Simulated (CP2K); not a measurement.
**Sb under changes of volume**

One of the cells (26.213 Å³/atom); the others are scaled copies at fixed shape and fractional positions:

```
CELL_PARAMETERS angstrom
3.24126 0.00000 0.00000
-1.08042 3.05589 0.00000
-1.08042 -1.52794 2.64648
ATOMIC_POSITIONS crystal
Sb 0.00000 0.00000 0.00000
```

This isn't the form of Sb at room conditions, which is rhombohedral.

```yaml
Program: CP2K 2026.2
Functional: PBE
Potentials_or_basis: POTENTIAL_UZH Sb GTH-PBE-q5; TZVP-MOLOPT-PBE-GTH basis
Density_cutoff: 6123 eV
k_mesh: 10 × 10 × 10
Occupations: fermi-dirac, width 0.05 eV
Spin: no spin polarisation
```

```csv
volume (Å³/atom),energy over the lowest point (meV/atom),pressure (GPa)
24.640,98.42,10.2
25.165,68.22,8.2
25.689,?,?
26.213,25.86,4.8
26.737,12.68,3.3
27.262,4.21,1.9
27.786,0.00,0.7
```

Problem. What does the run at 25.689 Å³/atom give?

Solution. Energy over the lowest point 44.21 meV/atom; pressure 6.4 GPa.

Worked out: A Birch-Murnaghan fit of order 3 (a polynomial in V^(-2/3)) to the other rows has its minimum at 28.08 Å³/atom, just outside them, with B0 = V·E''(V) = 61 GPa and B' = 3.7. It gives 44.22 meV/atom at 25.689 Å³/atom, against the run's 44.21, and -dE/dV = 6.4 GPa, against 6.4.

Energies are extrapolated to zero smearing.

Caveats: the basis of atomic orbitals isn't converged, which shifts pressures, moduli and gaps.
